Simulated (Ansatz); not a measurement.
Molecular dynamics on a 2×2×2 supercell (16 atoms) of LiBr (rocksalt), relaxed with r2SCAN. Forces come from PBEsol in Ansatz: Langevin thermostat and barostat (NPT), 1300 K, steps of 1 fs. Computed, non-magnetic; the trajectory is short and the cell small, so nothing here is a converged average.

```yaml
crystal:
  lattice:
    - [0.0, 5.4791300935, 5.4791300935]
    - [5.4791300935, 0.0, 5.4791300935]
    - [5.4791300935, 5.4791300935, 0.0]
  atoms:
    - { symbol: Li, position: [0.0, 0.0, 0.0] }
    - { symbol: Br, position: [0.25, 0.25, 0.25] }
    - { symbol: Li, position: [0.0, 0.0, 0.5] }
    - { symbol: Br, position: [0.25, 0.25, 0.75] }
    - { symbol: Li, position: [0.0, 0.5, 0.0] }
    - { symbol: Br, position: [0.25, 0.75, 0.25] }
    - { symbol: Li, position: [0.0, 0.5, 0.5] }
    - { symbol: Br, position: [0.25, 0.75, 0.75] }
    - { symbol: Li, position: [0.5, 0.0, 0.0] }
    - { symbol: Br, position: [0.75, 0.25, 0.25] }
    - { symbol: Li, position: [0.5, 0.0, 0.5] }
    - { symbol: Br, position: [0.75, 0.25, 0.75] }
    - { symbol: Li, position: [0.5, 0.5, 0.0] }
    - { symbol: Br, position: [0.75, 0.75, 0.25] }
    - { symbol: Li, position: [0.5, 0.5, 0.5] }
    - { symbol: Br, position: [0.75, 0.75, 0.75] }
kpoints:
  mp_grid: { grid: [2, 2, 2] }
hamiltonian:
  xc: pbesol
scf:
  occupations: { method: fermi_dirac, width: 0.112 }
md:
  ensemble: npt_langevin
  temperature: 1300
  timestep: 1.0
  n_steps: 20
  initial_velocities: maxwell_boltzmann
  seed: 9598
```

Command: `ansatz run input.yaml --threads 4 --pin off --max-ram 3686MiB --backend cpu --events-out ev --progress --plain --runs-dir out`. It took 36 s on 4 threads of Arm Neoverse V2, on a shared host, load about 0.6 per core; peak host memory 0.89 GiB.

```tsv
step	t (fs)	T (K)	free energy F from step 0 (meV/atom)	kinetic energy (meV/atom)	pressure (GPa)	volume (Å³/atom)	largest force (eV/Å)
0	0	1219	0.0	157.5	-0.01	20.56	0.00
1	1	1157	0.2	149.5	-0.05	20.56	0.04
2	2	1163	0.7	150.4	-0.03	20.56	0.08
3	3	1168	1.6	151.0	0.00	20.56	0.13
4	4	1200	2.9	155.1	0.05	20.57	0.17
5	5	1202	4.5	155.4	0.08	20.58	0.22
6	6	1234	6.5	159.5	0.14	20.59	0.26
7	7	1250	9.0	161.6	0.20	20.61	0.31
8	8	1221	11.8	157.8	0.24	20.62	0.35
9	9	1190	14.8	153.8	0.28	20.64	0.40
10	10	1218	18.3	157.4	0.36	20.66	0.45
11	11	1198	22.1	154.8	0.43	20.68	0.50
12	12	1120	26.1	144.8	0.46	20.70	0.56
13	13	1069	30.3	138.2	0.51	20.73	0.63
14	14	1029	34.7	133.0	0.58	20.75	0.71
15	15	1016	39.3	131.4	0.68	20.76	0.79
16	16	979	43.9	126.6	0.76	20.78	0.87
17	17	977	48.6	126.3	0.86	20.81	0.95
18	18	964	53.2	124.7	0.94	20.84	1.04
19	19	916	57.7	118.4	1.01	20.87	1.12
20	20	947	62.4	122.4	1.13	20.89	1.22
```

The temperature starts at 1219 K, is lowest at step 19 (916 K, 19 fs) and ends at 947 K. The thermostat hasn't had time to restore it.

Positions (Å) and forces (eV/Å) at step 20:
```
cell (Å): 0.000 5.509 5.509; 5.509 0.000 5.509; 5.509 5.509 0.000
Li   0.149  -0.247   0.135    -0.248   0.482  -0.177
Br   2.848   2.762   2.799    -0.049  -0.439  -0.068
Li   3.081   2.406   0.089    -0.535   0.588  -0.127
Br   5.352   5.542   2.741     1.199   0.186   0.073
Li   2.506  -0.106   2.904     0.242  -0.123   0.056
Br   5.448   2.766   5.477     0.154   0.023   0.189
Li   5.799   2.421   2.658    -0.016   0.421   0.387
Br   8.329   5.536   5.497    -0.116  -0.367   0.063
Li   0.414   2.685   2.653    -0.487   0.125  -0.270
Br   2.755   5.554   5.454    -0.301  -0.420   0.125
Li   3.137   5.130   2.719    -0.944   0.379  -0.090
Br   5.536   8.238   5.582     0.283   0.219  -0.210
Li   2.821   2.446   5.660     0.299   0.226   0.067
Br   5.454   5.609   8.262    -0.003  -0.718   0.022
Li   5.165   5.843   5.704     0.442  -0.725   0.029
Br   8.278   8.262   8.329     0.079   0.143  -0.070
```
